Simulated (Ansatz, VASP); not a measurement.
# CdTe: VASP beside Ansatz

The input INCAR:

```
SYSTEM = CdTe
  PREC = Accurate
  ENCUT = 520
  EDIFF = 1E-7
  ISMEAR = -1
  SIGMA = 0.05
  LREAL = .False.
  LASPH = .True.
  NELM = 60
  ALGO = Normal
  ISIF = 2
  LWAVE = .False.
  LCHARG = .False.
  GGA = PE
  NBANDS = 16
```

File KPOINTS:

```
regular mesh
0
Gamma
  7 7 7
  0 0 0
```

File POSCAR:

```
CdTe
1.0
    0.0000000000      3.2678590959      3.2678590959
    3.2678590959      0.0000000000      3.2678590959
    3.2678590959      3.2678590959      0.0000000000
Te Cd
1 1
Direct
    0.7500000000      0.7500000000      0.7500000000
    0.0000000000      0.0000000000      0.0000000000
```

File input.yaml:

```yaml
crystal:
  lattice:
    - [0.0, 3.2678590959, 3.2678590959]
    - [3.2678590959, 0.0, 3.2678590959]
    - [3.2678590959, 3.2678590959, 0.0]
  atoms:
    - { symbol: Te, position: [0.75, 0.75, 0.75] }
    - { symbol: Cd, position: [0.0, 0.0, 0.0] }
kpoints:
  mp_grid: { grid: [7, 7, 7] }
scf:
  occupations: { method: fermi_dirac, width: 0.05 }
hamiltonian:
  xc: pbe
  pseudopotentials: { kind: all_electron, lapw: { basis_error: 0.0005 } }
output:
  forces: true
  stress: true
  eigenvalues: true
```

Change from the starting cell: volume scaled by 1.06.

Alike in both runs: task single point; functional PBE; k mesh 7 × 7 × 7; occupations fermi-dirac, width 0.05 eV; no spin polarisation.

|  | VASP | Ansatz |
| --- | --- | --- |
| version | VASP 6.6.1 | Ansatz 0.2.0 |
| potentials or method | VASP PAW PBE potentials, release 64 (Te, Cd) | all-electron LAPW, scalar-relativistic |
| plane-wave cutoff (eV) | 520 | see its input |

```csv
,VASP,Ansatz,Ansatz less VASP
gap on the k mesh at the Fermi level (eV),0.69,0.70,+0.002
least direct gap on the mesh (eV),0.69,0.70,+0.002
pressure (GPa),1.6,1.5,-0.11
```

Ansatz ran all-electron here, so the differences hold the error of VASP's frozen core and of both bases.

Caveats: spin-orbit coupling is left out, which moves the levels of the heavy elements.
